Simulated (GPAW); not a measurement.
# CdSe (F-43m) in GPAW: a series of runs

One crystal, CdSe, is run at these levels: PBE, PW91, RPBE+D4, PBEsol; tasks: equation of state, Born charges, phonons, Wannier functions, RPA correlation energy.

All numbers are computed with GPAW 26.7.0; they aren't measurements. Logs are shortened: lines on timing, memory, paths and dates and some standing lists are left out, and cuts for length are marked. The log counts tension as positive stress, the text compression.

## (1) The crystal as given

It takes space group F-43m (No. 216, cubic). Conventional cell: a = 6.141 Å, b = 6.141 Å, c = 6.141 Å, α = 90.00°, β = 90.00°, γ = 90.00°. Cd (site symmetry -43m) is surrounded by 4 Se at 2.66 Å. Around Se (site symmetry -43m) lie 4 Cd at 2.66 Å.

Measurements of this composition are mostly on another form, of space group No. 186.

## (2) Equation of state, PBE

Input file run.py:

```python
from ase import Atoms
from ase.eos import EquationOfState
from ase.io import Trajectory
from ase.units import GPa
from gpaw import GPAW

atoms = Atoms(['Cd', 'Se'],
              cell=[[0.0, 3.0702711986, 3.0702711986],
                    [3.0702711986, 0.0, 3.0702711986],
                    [3.0702711986, 3.0702711986, 0.0]],
              scaled_positions=[[0.0, 0.0, 0.0],
                                [0.25, 0.25, 0.25]],
              pbc=True)

traj = Trajectory('eos.traj', 'w')
volumes, energies = [], []
for x in [0.94, 0.96, 0.98, 1.0, 1.02, 1.04, 1.06]:
    a = atoms.copy()
    a.set_cell(atoms.cell * x**(1 / 3), scale_atoms=True)
    calc = GPAW(mode='lcao',
                h=0.18,
                basis='dzp',
                xc='PBE',
                kpts={'size': (6, 6, 6), 'gamma': True},
                occupations={'name': 'fermi-dirac', 'width': 0.05},
                convergence={'density': 1e-05, 'energy': 1e-05},
                maxiter=150,
                txt=f'eos-{x:.2f}.txt')
    a.calc = calc
    energies.append(a.get_potential_energy(force_consistent=True))
    volumes.append(a.get_volume())
    calc.write(f'eos-{x:.2f}.gpw')
    traj.write(a)
    print(f'{x:.2f} {volumes[-1]:10.4f} A^3 {energies[-1]:14.6f} eV', flush=True)

v0, e0, B = EquationOfState(volumes, energies, eos='birchmurnaghan').fit()
print(f'V0 = {v0:.4f} A^3, E0 = {e0:.6f} eV, B0 = {B / GPa:.2f} GPa')
```

Potentials or basis: GPAW PAW data sets (gpaw-data 1.2.1), lcao:dzp.

The run is started by

```bash
$ OMP_NUM_THREADS=1 python run.py
```

Standard output:

```text
__  _  _
 | _ |_)|_||  |
 |__||  | ||/\| - 26.7.0

Input parameters:
  mode=LCAO(),
  basis={'default': 'dzp'},
  convergence={'density': 1e-05, 'energy': 1e-05},
  h=0.18,
  kpts=MonkhorstPack(size=(6, 6, 6), gamma=True),
  maxiter=150,
  occupations=Occupations(name='fermi-dirac', width=0.05),
  xc=XC(name='PBE')

            Se

       Cd

Atoms  # Å, Bohr magnetons
|   | symbol |        x |        y |        z |    initial magnetic moments |
|---|--------|----------|----------|----------|-----------------------------|
| 0 |     Cd | 0.000000 | 0.000000 | 0.000000 | ( 0.0000,  0.0000,  0.0000) |
| 1 |     Se | 1.503798 | 1.503798 | 1.503798 | ( 0.0000,  0.0000,  0.0000) |

Unit cell  # Å
| periodic |        x |        y |        z |  lengths |    angles |
|----------|----------|----------|----------|----------|-----------|
|      yes | 0.000000 | 3.007595 | 3.007595 | 4.253382 | 60.000000 |
|      yes | 3.007595 | 0.000000 | 3.007595 | 4.253382 | 60.000000 |
|      yes | 3.007595 | 3.007595 | 0.000000 | 4.253382 | 60.000000 |

Number of symmetries: 24
Symmetry operations  # r_c * U_cc + t_c -> r_c
|    | kind |            matrix            |
|----|------|------------------------------|
|  0 |  E   |  1, 0, 0,  0, 1, 0,  0, 0, 1 |
|  1 |  σ   |  1, 0, 0,  0, 0, 1,  0, 1, 0 |
|  2 |  σ   |  1, 0,-1,  0, 1,-1,  0, 0,-1 |
|  3 |  C3  |  1, 0,-1,  0, 0,-1,  0, 1,-1 |
|  4 |  C3  |  1,-1, 0,  0,-1, 1,  0,-1, 0 |
|  5 |  σ   |  1,-1, 0,  0,-1, 0,  0,-1, 1 |
|  6 |  σ   |  0, 1, 0,  1, 0, 0,  0, 0, 1 |
|  7 |  C3  |  0, 1, 0,  0, 0, 1,  1, 0, 0 |
|  8 |  C2  |  0, 1,-1,  1, 0,-1,  0, 0,-1 |
|  9 |  S4  |  0, 1,-1,  0, 0,-1,  1, 0,-1 |
| 10 |  C3  |  0, 0, 1,  1, 0, 0,  0, 1, 0 |
| 11 |  σ   |  0, 0, 1,  0, 1, 0,  1, 0, 0 |
| 12 |  S4  |  0, 0,-1,  1, 0,-1,  0, 1,-1 |
| 13 |  C3  |  0, 0,-1,  0, 1,-1,  1, 0,-1 |
| 14 |  S4  |  0,-1, 1,  1,-1, 0,  0,-1, 0 |
| 15 |  C2  |  0,-1, 1,  0,-1, 0,  1,-1, 0 |
| 16 |  C3  |  0,-1, 0,  1,-1, 0,  0,-1, 1 |
| 17 |  S4  |  0,-1, 0,  0,-1, 1,  1,-1, 0 |
| 18 |  S4  | -1, 1, 0, -1, 0, 1, -1, 0, 0 |
| 19 |  C3  | -1, 1, 0, -1, 0, 0, -1, 0, 1 |
| 20 |  C3  | -1, 0, 1, -1, 1, 0, -1, 0, 0 |
| 21 |  S4  | -1, 0, 1, -1, 0, 0, -1, 1, 0 |
| 22 |  σ   | -1, 0, 0, -1, 1, 0, -1, 0, 1 |
| 23 |  C2  | -1, 0, 0, -1, 0, 1, -1, 1, 0 |

BZ-sampling:
  Number of BZ points: 216
  Number of IBZ points: 16

  Monkhorst-Pack size: [6, 6, 6]
  Monkhorst-Pack shift: [0.08333333333333333, 0.08333333333333333, 0.08333333333333333]

K-points  # in reciprocal-cell coordinates
|     |                                coordinates |     weight |
|-----|--------------------------------------------|------------|
|   0 | (  0.00000000,   0.00000000,   0.00000000) | 0.00462963 |
|   1 | (  0.16666667,   0.16666667,   0.00000000) | 0.02777778 |
|   2 | (  0.16666667,   0.16666667,   0.16666667) | 0.03703704 |
|   3 | (  0.33333333,   0.16666667,   0.16666667) | 0.05555556 |
|   4 | (  0.33333333,   0.33333333,  -0.33333333) | 0.05555556 |
|   5 | (  0.33333333,   0.33333333,   0.00000000) | 0.02777778 |
|   6 | (  0.33333333,   0.33333333,   0.16666667) | 0.11111111 |
|   7 | (  0.33333333,   0.33333333,   0.33333333) | 0.03703704 |
|   8 | (  0.50000000,   0.33333333,  -0.33333333) | 0.11111111 |
|   9 | (  0.50000000,   0.33333333,  -0.16666667) | 0.05555556 |
| ... |                                            |            |
|  15 | (  0.50000000,   0.50000000,   0.50000000) | 0.01851852 |

basis functions: 34
Spin-components: 1 (collinear spins)
Bands:           13
Projectors:      11
Spin-degeneracy: 2
Datatype:        <class 'complex'>

Density:
  Valence electrons: 18.0
  Components: 1
  Grid points: [20 20 20]
  Charge: 0.0  # |e|

Potential:
  Grid points: [20 20 20]

species:
  Cd:
    name:    Cadmium
    Z:       48.0
    valence: 12
    core:    36
    charge:  0.0  # [|e|]
    compensation charges:
      type: gauss
      rc: 0.38  # [Å]
      lmax: 2
    cutoffs:
      filter: 2.12  # [Å]
      core: 2.62  # [Å]
    projectors
    | kind |    occ | energy [eV] | rcut [Å] |
    |------|--------|-------------|----------|
    |   5s |  2.000 |      -5.655 |    1.191 |
    |   5p |  0.000 |      -1.186 |    1.228 |
    |   4d | 10.000 |     -11.739 |    1.164 |
    |    s |        |      21.556 |    1.191 |
    |    p |        |      26.026 |    1.228 |
    |    d |        |      15.473 |    1.164 |

    LCAO basis set for Cd:
      Name: dzp
      File: <dir>
      Number of radial functions: 7
      Number of spherical harmonics: 21
        l=0, rc=8.5781 Bohr: 5s-sz confined orbital
        l=1, rc=12.6406 Bohr: 5p-sz confined orbital
        l=2, rc=4.9062 Bohr: 4d-sz confined orbital
        l=0, rc=5.0625 Bohr: 5s-dz split-valence wave
        l=1, rc=7.7188 Bohr: 5p-dz split-valence wave
        l=2, rc=2.9844 Bohr: 4d-dz split-valence wave
        l=1, rc=8.5781 Bohr: p-type Gaussian polarization
      Number of RI-basis functions 0

  Se:
    name:    Selenium
    Z:       34.0
    valence: 6
    core:    28
    charge:  0.0  # [|e|]
[... 86 lines left out ...]
|  8 |  C2  |  0, 1,-1,  1, 0,-1,  0, 0,-1 |
|  9 |  S4  |  0, 1,-1,  0, 0,-1,  1, 0,-1 |
| 10 |  C3  |  0, 0, 1,  1, 0, 0,  0, 1, 0 |
| 11 |  σ   |  0, 0, 1,  0, 1, 0,  1, 0, 0 |
| 12 |  S4  |  0, 0,-1,  1, 0,-1,  0, 1,-1 |
| 13 |  C3  |  0, 0,-1,  0, 1,-1,  1, 0,-1 |
| 14 |  S4  |  0,-1, 1,  1,-1, 0,  0,-1, 0 |
| 15 |  C2  |  0,-1, 1,  0,-1, 0,  1,-1, 0 |
| 16 |  C3  |  0,-1, 0,  1,-1, 0,  0,-1, 1 |
| 17 |  S4  |  0,-1, 0,  0,-1, 1,  1,-1, 0 |
| 18 |  S4  | -1, 1, 0, -1, 0, 1, -1, 0, 0 |
| 19 |  C3  | -1, 1, 0, -1, 0, 0, -1, 0, 1 |
| 20 |  C3  | -1, 0, 1, -1, 1, 0, -1, 0, 0 |
| 21 |  S4  | -1, 0, 1, -1, 0, 0, -1, 1, 0 |
| 22 |  σ   | -1, 0, 0, -1, 1, 0, -1, 0, 1 |
| 23 |  C2  | -1, 0, 0, -1, 0, 1, -1, 1, 0 |

BZ-sampling:
  Number of BZ points: 216
  Number of IBZ points: 16

  Monkhorst-Pack size: [6, 6, 6]
  Monkhorst-Pack shift: [0.08333333333333333, 0.08333333333333333, 0.08333333333333333]

K-points  # in reciprocal-cell coordinates
|     |                                coordinates |     weight |
|-----|--------------------------------------------|------------|
|   0 | (  0.00000000,   0.00000000,   0.00000000) | 0.00462963 |
|   1 | (  0.16666667,   0.16666667,   0.00000000) | 0.02777778 |
|   2 | (  0.16666667,   0.16666667,   0.16666667) | 0.03703704 |
|   3 | (  0.33333333,   0.16666667,   0.16666667) | 0.05555556 |
|   4 | (  0.33333333,   0.33333333,  -0.33333333) | 0.05555556 |
|   5 | (  0.33333333,   0.33333333,   0.00000000) | 0.02777778 |
|   6 | (  0.33333333,   0.33333333,   0.16666667) | 0.11111111 |
|   7 | (  0.33333333,   0.33333333,   0.33333333) | 0.03703704 |
|   8 | (  0.50000000,   0.33333333,  -0.33333333) | 0.11111111 |
|   9 | (  0.50000000,   0.33333333,  -0.16666667) | 0.05555556 |
| ... |                                            |            |
|  15 | (  0.50000000,   0.50000000,   0.50000000) | 0.01851852 |

basis functions: 34
Spin-components: 1 (collinear spins)
Bands:           13
Projectors:      11
Spin-degeneracy: 2
Datatype:        <class 'complex'>

Density:
  Valence electrons: 18.0
  Components: 1
  Grid points: [20 20 20]
  Charge: 0.0  # |e|

Potential:
  Grid points: [20 20 20]

species:
  Cd:
    name:    Cadmium
    Z:       48.0
    valence: 12
    core:    36
    charge:  0.0  # [|e|]
    compensation charges:
      type: gauss
      rc: 0.38  # [Å]
      lmax: 2
    cutoffs:
      filter: 2.12  # [Å]
      core: 2.62  # [Å]
    projectors
    | kind |    occ | energy [eV] | rcut [Å] |
    |------|--------|-------------|----------|
    |   5s |  2.000 |      -5.655 |    1.191 |
    |   5p |  0.000 |      -1.186 |    1.228 |
    |   4d | 10.000 |     -11.739 |    1.164 |
    |    s |        |      21.556 |    1.191 |
    |    p |        |      26.026 |    1.228 |
    |    d |        |      15.473 |    1.164 |

    LCAO basis set for Cd:
      Name: dzp
      File: <dir>
      Number of radial functions: 7
      Number of spherical harmonics: 21
        l=0, rc=8.5781 Bohr: 5s-sz confined orbital
        l=1, rc=12.6406 Bohr: 5p-sz confined orbital
        l=2, rc=4.9062 Bohr: 4d-sz confined orbital
        l=0, rc=5.0625 Bohr: 5s-dz split-valence wave
        l=1, rc=7.7188 Bohr: 5p-dz split-valence wave
        l=2, rc=2.9844 Bohr: 4d-dz split-valence wave
        l=1, rc=8.5781 Bohr: p-type Gaussian polarization
      Number of RI-basis functions 0

  Se:
    name:    Selenium
    Z:       34.0
    valence: 6
    core:    28
    charge:  0.0  # [|e|]
    compensation charges:
      type: gauss
      rc: 0.27  # [Å]
      lmax: 2
    cutoffs:
      filter: 1.77  # [Å]
      core: 2.67  # [Å]
    projectors
    | kind |    occ | energy [eV] | rcut [Å] |
    |------|--------|-------------|----------|
    |   4s |  2.000 |     -17.277 |    0.847 |
    |   4p |  4.000 |      -6.512 |    1.005 |
    |    s |        |       9.935 |    0.847 |
    |    p |        |      20.699 |    1.005 |
    |    d |        |       0.000 |    0.847 |

    LCAO basis set for Se:
      Name: dzp
      File: <dir>
      Number of radial functions: 5
      Number of spherical harmonics: 13
        l=0, rc=5.7344 Bohr: 4s-sz confined orbital
        l=1, rc=7.2656 Bohr: 4p-sz confined orbital
        l=0, rc=3.1875 Bohr: 4s-dz split-valence wave
        l=1, rc=4.2188 Bohr: 4p-dz split-valence wave
        l=2, rc=7.2656 Bohr: d-type Gaussian polarization
      Number of RI-basis functions 0

Reference energy: -218276.650467  # eV

eigensolver:
  <gpaw.new.lcao.eigensolver.LCAOEigensolver object>
density mixing:
  MSR1-Mixer
  Pratt-step length: 0.05
  Maximum mixing coefficient: 0.75
  Old densities: 10
  SVD Regularization: 0.005
  Good broyden scale: 1.0
  Trust region scale: 1.0
  Backstep threshold: 4.0
  History deletion threshold: 6.0
  Fourier metric: weight=20.0, sigma=0.015

occupation numbers:
  Fermi-Dirac:
    width: 0.0500  # eV

FastPoissonSolver using
    Stencil: 12*3+1=37 point O(h^6) finite-difference Laplacian
    FFT axes: [np.int64(0), np.int64(1), np.int64(2)]
    FST axes: []

xc functional:
  name: PBE with 2 nearest neighbor stencil
interpolation: tri-quintic # 5. degree polynomial

convergence criteria:
[... 6 lines left out ...]
|iter     | |      energy | eigst |  dens |
|---------|-|-------------|-------|-------|
|iter:   1| |   -5.128930 |      c|       |
|iter:   2| |   -5.090328 |      c| -1.34 |
|iter:   3| |   -4.947425 |      c| -1.37 |
|iter:   4| |   -4.945836 |      c| -1.90 |
|iter:   5| |   -4.945498 |      c| -2.37 |
|iter:   6| |   -4.945497 |      c| -3.60 |
|iter:   7| |   -4.945497c|      c| -4.03 |
|iter:   8| |   -4.945497c|      c| -5.64c|

Converged in 8 steps
Energy contributions relative to reference atoms: (reference = -218276.650467)

Energy contributions:
  Kinetic:          24.518026
  Coulomb:         -21.213856
  Zero:              0.121530
  External:          0.000000
  Xc:               -8.371192
  Entropy:          -0.000012
  Spinorbit:         0.000000
  ----------------------------
  Free energy:      -4.945503
  Extrapolated:     -4.945497

dipole moment: (-23.229895, -23.229895, -23.229895)  # |e|*Ang

Fermi level: 4.409
Eigenvalues  # (at kpt = [0.000, 0.000, 0.000])
| band index |      eig [eV] | occ [0-2] |
|------------|---------------|-----------|
|          0 |        -8.772 |     2.000 |
|          1 |        -3.962 |     2.000 |
|          2 |        -3.962 |     2.000 |
|          3 |        -3.960 |     2.000 |
|          4 |        -3.499 |     2.000 |
|          5 |        -3.499 |     2.000 |
|          6 |         4.027 |     1.999 |
|          7 |         4.028 |     1.999 |
|          8 |         4.028 |     1.999 |
|          9 |         4.732 |     0.003 |
|         10 |        10.044 |     0.000 |
|         11 |        10.045 |     0.000 |
|         12 |        10.045 |     0.000 |

Gap: 0.704 eV
Transition (v -> c):
  (s=0, k=0, n=8, [0.00, 0.00, 0.00]) -> (s=0, k=0, n=9, [0.00, 0.00, 0.00])
No difference between direct/indirect transitions
# Writing to eos-0.94.gpw (mode='')
```

It took 2.4 min on 1 thread of Arm Neoverse V1, shared host; peak memory 0.28 GiB.

What came out:

```yaml
Equilibrium_volume: 29.46 Å³/atom
Bulk_modulus: 45 GPa
Pressure_derivative_of_the_bulk_modulus: 4.5
```

Energy against volume, from the lowest point:
```
volume (Å³/atom)  energy (meV/atom)
          27.206              27.90
          27.784              14.81
          28.363               6.09
          28.942               1.28
          29.521               0.00
          30.100               1.86
          30.679               6.56
```

Caveat: the basis of atomic orbitals isn't converged, which shifts pressures, moduli and gaps.

(Continued in part 2 of 5.)
